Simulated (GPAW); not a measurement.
# MgO (P-6m2) in GPAW: convergence with smearing function

Aim: find how far smearing function must go before the results for MgO settle, at PBE. This setting moves, with any that are tied to it; all else stays.

All numbers are computed with GPAW 26.7.0; they aren't measurements. Logs are shortened: lines on timing, memory, paths and dates and some standing lists are left out, and cuts for length are marked. The log counts tension as positive stress, the text compression.

### 1 The structure

The structure is hexagonal, space group P-6m2 (No. 187). Conventional cell: a = 2.938 Å, b = 2.938 Å, c = 2.680 Å, α = 90.00°, β = 90.00°, γ = 120.00°. Mg (site symmetry -6m2) is surrounded by 6 O at 2.16 Å. Around O (site symmetry -6m2) lie 6 Mg at 2.16 Å.

Measurements of this composition are mostly on another form, of space group No. 225.

### 2 With smearing function fermi-dirac

run.py

```python
from ase import Atoms
from ase.dft.bandgap import bandgap
from ase.io import write
from ase.units import GPa
from gpaw import GPAW, PW

atoms = Atoms(['Mg', 'O'],
              cell=[[2.9380209034, 0.0, 0.0],
                    [-1.4690104517, 2.5444007392, 0.0],
                    [0.0, 0.0, 2.67968]],
              scaled_positions=[[0.0, 0.0, 0.0],
                                [0.3333333333, 0.6666666667, 0.5]],
              pbc=True)

calc = GPAW(mode=PW(800),
            xc='PBE',
            kpts={'size': (8, 8, 8), 'gamma': True},
            occupations={'name': 'fermi-dirac', 'width': 0.1},
            nbands=16,
            convergence={'density': 1e-05, 'energy': 1e-05},
            maxiter=100,
            txt='gpaw.txt')
atoms.calc = calc
energy = atoms.get_potential_energy()
forces = atoms.get_forces()
stress = atoms.get_stress()
calc.write('gs.gpw')
write('result.traj', atoms)
print(f'Energy: {energy:.6f} eV')
print('Forces (eV/A):')
print(forces.round(4))
print('Stress (GPa):', (stress / GPa).round(3))
print('Fermi level:', round(calc.get_fermi_level(), 4), 'eV')
print(f'Gap: {bandgap(calc)[0]:.4f} eV, direct: {bandgap(calc, direct=True)[0]:.4f} eV')
```

Potentials or basis: GPAW PAW data sets (gpaw-data 1.2.1), pw.

The run is started by

```console
OMP_NUM_THREADS=1 python run.py
```

It took 12 s on 1 thread of Arm Neoverse V2, shared host; peak memory 0.15 GiB.

The run converged. Its results:

| Property | Result |
| --- | --- |
| Free energy | -11.5366 eV |
| Pressure | -0.1 GPa |
| Band gap on the k mesh | 3.05 eV, indirect (least direct gap 3.44 eV) |

### 3 With smearing function gaussian

run.py, as its differences from that of step 2:

```diff
@@ -17,3 +17,3 @@
             kpts={'size': (8, 8, 8), 'gamma': True},
-            occupations={'name': 'fermi-dirac', 'width': 0.1},
+            occupations={'name': 'methfessel-paxton', 'order': 0, 'width': 0.1},
             nbands=16,
```

Potentials or basis: GPAW PAW data sets (gpaw-data 1.2.1), pw.

The run is started by

```console
OMP_NUM_THREADS=1 python run.py
```

Run time: 12 s. Hardware: 1 thread of Arm Neoverse V2, shared host; peak memory 0.15 GiB.

Results (log left out):

- Free energy: -11.5366 eV
- Pressure: -0.1 GPa
- Band gap on the k mesh: 3.05 eV, indirect (least direct gap 3.44 eV)

### 4 With smearing function marzari-vanderbilt

run.py, as its differences from that of step 3:

```diff
@@ -17,3 +17,3 @@
             kpts={'size': (8, 8, 8), 'gamma': True},
-            occupations={'name': 'methfessel-paxton', 'order': 0, 'width': 0.1},
+            occupations={'name': 'marzari-vanderbilt', 'width': 0.1},
             nbands=16,
```

The run is started by

```console
OMP_NUM_THREADS=1 python run.py
```

It took 12 s on 1 thread of Arm Neoverse V2, shared host; peak memory 0.15 GiB.

It converged, with:

| Property | Result |
| --- | --- |
| Free energy | -11.5355 eV |
| Pressure | -0.1 GPa |
| Band gap on the k mesh | 3.05 eV, indirect (least direct gap 3.44 eV) |

### 5 With smearing function methfessel-paxton

run.py, as its differences from that of step 4:

```diff
@@ -17,3 +17,3 @@
             kpts={'size': (8, 8, 8), 'gamma': True},
-            occupations={'name': 'marzari-vanderbilt', 'width': 0.1},
+            occupations={'name': 'methfessel-paxton', 'width': 0.1, 'order': 1},
             nbands=16,
```

The run is started by

```console
OMP_NUM_THREADS=1 python run.py
```

Wall time 12 s (1 thread of Arm Neoverse V2, shared host); peak memory 0.15 GiB.

Results (log left out):

```yaml
Free_energy: -11.5363 eV
Pressure: -0.1 GPa
Band_gap_on_the_k_mesh: 3.05 eV, indirect (least direct gap 3.44 eV)
```

### 6 With smearing function tetrahedron-method

run.py, as its differences from that of step 5:

```diff
@@ -17,3 +17,3 @@
             kpts={'size': (8, 8, 8), 'gamma': True},
-            occupations={'name': 'methfessel-paxton', 'width': 0.1, 'order': 1},
+            occupations={'name': 'tetrahedron-method'},
             nbands=16,
```

Potentials or basis: GPAW PAW data sets (gpaw-data 1.2.1), pw.

The run is started by

```console
OMP_NUM_THREADS=1 python run.py
```

Wall time 12 s (1 thread of Arm Neoverse V2, shared host); peak memory 0.15 GiB.

It converged, with:

| Item | Value |
| --- | --- |
| Free energy | -11.5366 eV |
| Pressure | -0.1 GPa |
| Band gap on the k mesh | 3.05 eV, indirect (least direct gap 3.44 eV) |

### 7 With smearing function improved-tetrahedron-method

run.py, as its differences from that of step 6:

```diff
@@ -17,3 +17,3 @@
             kpts={'size': (8, 8, 8), 'gamma': True},
-            occupations={'name': 'tetrahedron-method'},
+            occupations={'name': 'improved-tetrahedron-method'},
             nbands=16,
```

The run is started by

```console
OMP_NUM_THREADS=1 python run.py
```

Wall time 14 s (1 thread of Arm Neoverse V2, shared host); peak memory 0.15 GiB.

Results (log left out):

```yaml
Free_energy: -11.5366 eV
Pressure: -0.1 GPa
Band_gap_on_the_k_mesh: 3.05 eV, indirect (least direct gap 3.44 eV)
```

### 8 With smearing function fixed

run.py, as its differences from that of step 7:

```diff
@@ -17,3 +17,3 @@
             kpts={'size': (8, 8, 8), 'gamma': True},
-            occupations={'name': 'improved-tetrahedron-method'},
+            occupations={'width': 0.0},
             nbands=16,
```

Potentials or basis: GPAW PAW data sets (gpaw-data 1.2.1), pw.

The run is started by

```console
OMP_NUM_THREADS=1 python run.py
```

gpaw.txt:

```text
__  _  _
 | _ |_)|_||  |
 |__||  | ||/\| - 26.7.0

Input parameters:
  mode=PW(ecut=800.0),
  convergence={'density': 1e-05, 'energy': 1e-05},
  kpts=MonkhorstPack(size=(8, 8, 8), gamma=True),
  maxiter=100,
  nbands=16,
  occupations=Occupations(width=0.0),
  xc=XC(name='PBE')

Diagonalizing LCAO Hamiltonian
Converting LCAO to pw mode

        O

       Mg

Atoms  # Å, Bohr magnetons
|   | symbol |         x |        y |        z |    initial magnetic moments |
|---|--------|-----------|----------|----------|-----------------------------|
| 0 |     Mg |  0.000000 | 0.000000 | 0.000000 | ( 0.0000,  0.0000,  0.0000) |
| 1 |      O | -0.000000 | 1.696267 | 1.339840 | ( 0.0000,  0.0000,  0.0000) |

Unit cell  # Å
| periodic |         x |        y |        z |  lengths |     angles |
|----------|-----------|----------|----------|----------|------------|
|      yes |  2.938021 | 0.000000 | 0.000000 | 2.938021 |  90.000000 |
|      yes | -1.469010 | 2.544401 | 0.000000 | 2.938021 |  90.000000 |
|      yes |  0.000000 | 0.000000 | 2.679680 | 2.679680 | 120.000000 |

Number of symmetries: 12
Symmetry operations  # r_c * U_cc + t_c -> r_c
|    | kind |            matrix            |
|----|------|------------------------------|
|  0 |  σ   |  1, 1, 0,  0,-1, 0,  0, 0, 1 |
|  1 |  C2  |  1, 1, 0,  0,-1, 0,  0, 0,-1 |
|  2 |  E   |  1, 0, 0,  0, 1, 0,  0, 0, 1 |
|  3 |  σ   |  1, 0, 0,  0, 1, 0,  0, 0,-1 |
|  4 |  C3  |  0, 1, 0, -1,-1, 0,  0, 0, 1 |
|  5 |  S3  |  0, 1, 0, -1,-1, 0,  0, 0,-1 |
|  6 |  σ   |  0,-1, 0, -1, 0, 0,  0, 0, 1 |
|  7 |  C2  |  0,-1, 0, -1, 0, 0,  0, 0,-1 |
|  8 |  σ   | -1, 0, 0,  1, 1, 0,  0, 0, 1 |
|  9 |  C2  | -1, 0, 0,  1, 1, 0,  0, 0,-1 |
| 10 |  C3  | -1,-1, 0,  1, 0, 0,  0, 0, 1 |
| 11 |  S3  | -1,-1, 0,  1, 0, 0,  0, 0,-1 |

BZ-sampling:
  Number of BZ points: 512
  Number of IBZ points: 50

  Monkhorst-Pack size: [8, 8, 8]
  Monkhorst-Pack shift: [0.0625, 0.0625, 0.0625]

K-points  # in reciprocal-cell coordinates
|     |                                coordinates |     weight |
|-----|--------------------------------------------|------------|
|   0 | (  0.00000000,   0.00000000,   0.00000000) | 0.00195312 |
|   1 | (  0.00000000,   0.00000000,   0.12500000) | 0.00390625 |
|   2 | (  0.00000000,   0.00000000,   0.25000000) | 0.00390625 |
|   3 | (  0.00000000,   0.00000000,   0.37500000) | 0.00390625 |
|   4 | (  0.00000000,   0.00000000,   0.50000000) | 0.00195312 |
|   5 | (  0.12500000,   0.00000000,   0.00000000) | 0.01171875 |
|   6 | (  0.12500000,   0.00000000,   0.12500000) | 0.02343750 |
|   7 | (  0.12500000,   0.00000000,   0.25000000) | 0.02343750 |
|   8 | (  0.12500000,   0.00000000,   0.37500000) | 0.02343750 |
|   9 | (  0.12500000,   0.00000000,   0.50000000) | 0.01171875 |
| ... |                                            |            |
|  49 | (  0.50000000,   0.50000000,   0.50000000) | 0.00585938 |

Plane wave coefficients: 1056
Cutoff: 800.0 eV

Spin-components: 1 (collinear spins)
Bands:           16
Projectors:      10
Spin-degeneracy: 2
Datatype:        complex128

Parallelization:
  kpt:    1
  domain: 1
  band:   1

Density:
  Valence electrons: 16.0
  Components: 1
  Grid points: [20 20 18]
  Charge: 0.0  # |e|

Potential:
  Grid points: [20 20 18]

species:
  Mg:
    name:    Magnesium
    Z:       12.0
    valence: 10
    core:    2
    charge:  0.0  # [|e|]
    compensation charges:
      type: gauss
      rc: 0.33  # [Å]
      lmax: 2
    cutoffs:
      filter: 1.86  # [Å]
      core: 0.54  # [Å]
    projectors
    | kind |    occ | energy [eV] | rcut [Å] |
    |------|--------|-------------|----------|
    |   2s |  2.000 |     -79.840 |    1.090 |
    |   3s |  2.000 |      -4.705 |    1.090 |
    |   2p |  6.000 |     -46.613 |    1.085 |
    |   3p |  0.000 |      -1.330 |    1.085 |
    |    d |        |       0.000 |    1.037 |

    Using partial waves for Mg as LCAO basis

  O:
    name:    Oxygen
    Z:       8.0
    valence: 6
    core:    2
    charge:  0.0  # [|e|]
    compensation charges:
      type: gauss
      rc: 0.21  # [Å]
      lmax: 2
    cutoffs:
      filter: 1.17  # [Å]
      core: 0.83  # [Å]
    projectors
    | kind |    occ | energy [eV] | rcut [Å] |
    |------|--------|-------------|----------|
    |   2s |  2.000 |     -23.961 |    0.688 |
    |   2p |  4.000 |      -9.029 |    0.598 |
    |    s |        |       3.251 |    0.688 |
    |    p |        |      18.182 |    0.598 |
    |    d |        |       0.000 |    0.619 |

    Using partial waves for O as LCAO basis

Reference energy: -7490.497190  # eV

eigensolver:
  PPCG
  Converge bands: occupied
  niter=2

density mixing:
  MSR1-Mixer
  Pratt-step length: 0.05
  Maximum mixing coefficient: 0.75
  Old densities: 10
  SVD Regularization: 0.005
  Good broyden scale: 1.0
  Trust region scale: 1.0
  Backstep threshold: 4.0
  History deletion threshold: 6.0
  Fourier metric: weight=20.0, sigma=0.015

occupation numbers:
  # Zero width

poisson solver:
  ecut: 6400.0  # eV

xc functional:
  name: PBE with 2 nearest neighbor stencil

convergence criteria:
- Maximum integral of absolute [dens]ity change: 1e-05 electrons / valence electron
- Maximum [total energy] change in last 3 cyles: 1e-05 eV / valence electron
- Maximum integral of absolute [eigenst]ate change: 4e-08 eV^2 / valence electron
maximum number of iterations: 100

SCF iterations
|iter     | |      energy | eigst |  dens |
|---------|-|-------------|-------|-------|
|iter:   1| |  -13.030317 | +0.17 |       |
|iter:   2| |  -12.626597 | -2.03 | -0.97 |
|iter:   3| |  -11.536700 | -1.46 | -1.02 |
|iter:   4| |  -11.533862 | -3.09 | -1.56 |
|iter:   5| |  -11.536493 | -3.20 | -1.82 |
|iter:   6| |  -11.536551 | -5.29 | -2.95 |
|iter:   7| |  -11.536572c| -6.06 | -3.33 |
|iter:   8| |  -11.536572c| -7.86c| -4.33 |
|iter:   9| |  -11.536572c| -8.07c| -5.04c|

Converged in 9 steps
Energy contributions relative to reference atoms: (reference = -7490.497190)

Energy contributions:
  Kinetic:           9.764333
  Coulomb:          -8.126814
  Zero:              0.197362
  External:          0.000000
  Xc:              -13.371453
  Entropy:           0.000000
  Spinorbit:         0.000000
  ----------------------------
  Free energy:     -11.536572
  Extrapolated:    -11.536572

dipole moment: (-2.264705, -3.560427, -3.845079)  # |e|*Ang

Fermi level: 6.413
Eigenvalues  # (at kpt = [0.000, 0.000, 0.000])
| band index |      eig [eV] | occ [0-2] |
|------------|---------------|-----------|
|          0 |       -68.568 |     2.000 |
|          1 |       -35.329 |     2.000 |
|          2 |       -35.329 |     2.000 |
|          3 |       -35.270 |     2.000 |
|          4 |       -12.497 |     2.000 |
|          5 |         4.295 |     2.000 |
[... 8 lines left out ...]
|         14 |        27.441 |     0.000 |
|         15 |        27.441 |     0.000 |

Gap: 3.047 eV
Transition (v -> c):
  (s=0, k=30, n=7, [0.38, 0.38, 0.00]) -> (s=0, k=0, n=8, [0.00, 0.00, 0.00])
Direct/indirect transitions are different
Direct gap: 3.439 eV
Transition at: (s=0, k=0, n=7, [0.00, 0.00, 0.00])

Forces  # eV/Ang
|        x |        y |       z |
|----------|----------|---------|
|  0.00000 | -0.00000 | 0.00000 |  # Mg   0
| -0.00000 |  0.00000 | 0.00000 |  # O    1

Stress tensor  # eV/Ang^3
|         x |         y |        z |
|-----------|-----------|----------|
|  0.000686 | -0.000000 | 0.000000 |
| -0.000000 |  0.000686 | 0.000000 |
|  0.000000 |  0.000000 | 0.000366 |

# Writing to gs.gpw (mode='')
```

Run time: 12 s. Hardware: 1 thread of Arm Neoverse V2, shared host; peak memory 0.15 GiB.

Results:

```
Free energy            : -11.5366 eV
Pressure               : -0.1 GPa
Band gap on the k mesh : 3.05 eV, indirect (least direct gap 3.44 eV)
```

### 9 Result

| smearing function | energy less the tightest run, at zero smearing (meV/atom) | SCF cycles | CPU time (s) | peak memory (GiB) |
| --- | --- | --- | --- | --- |
| fermi-dirac | 0.00 | 9 | 12 | 0.15 |
| gaussian | 0.00 | 9 | 12 | 0.15 |
| marzari-vanderbilt | 0.52 | 9 | 12 | 0.15 |
| methfessel-paxton | 0.07 | 9 | 12 | 0.15 |
| tetrahedron-method | 0.00 | 9 | 12 | 0.15 |
| improved-tetrahedron-method | 0.00 | 12 | 14 | 0.15 |
| fixed | 0.00 | 9 | 12 | 0.15 |

Against the tightest run, the energy stays within 1 meV/atom from fermi-dirac on. The tightest run that finished is the yardstick and may itself not be fully converged.
